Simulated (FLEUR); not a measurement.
The system is V.

```
V
1.0
     2.60429    0.00000    0.00000
    -1.30215    2.25538    0.00000
     0.00000    0.00000    4.72334
V
2
Direct
  0.33333 0.66667 0.25000
  0.66667 0.33333 0.75000
```

This isn't the form of V at room conditions, which is bcc.

Base run:

* Program: FLEUR MaX-R8.1 (later development tree)
* Functional: LDA
* Potentials or basis: all-electron
* Basis: FLAPW
* Kmax: 4.34 1/bohr
* k mesh: 10 × 10 × 5
* Occupations: fermi-dirac, width 0.05 eV
* Spin: collinear spin, ferromagnetic start
* Starting moments: [2.0, 2.0] μB
* Hubbard terms: V d U = 6 eV

Its results: band gap on the k mesh none (metal or under the smearing width); net moment 2.64 μB per cell.

Problem. The run is repeated on the same cell with these changes: hubbard terms from V d U = 6 eV to V d U = 2 eV. What comes out?

Solution. Band gap on the k mesh none (metal or under the smearing width); net moment 0.00 μB per cell.

Caveats: the U is typed as a test and isn't derived for this compound.

Not every run made on this cell is shown here.
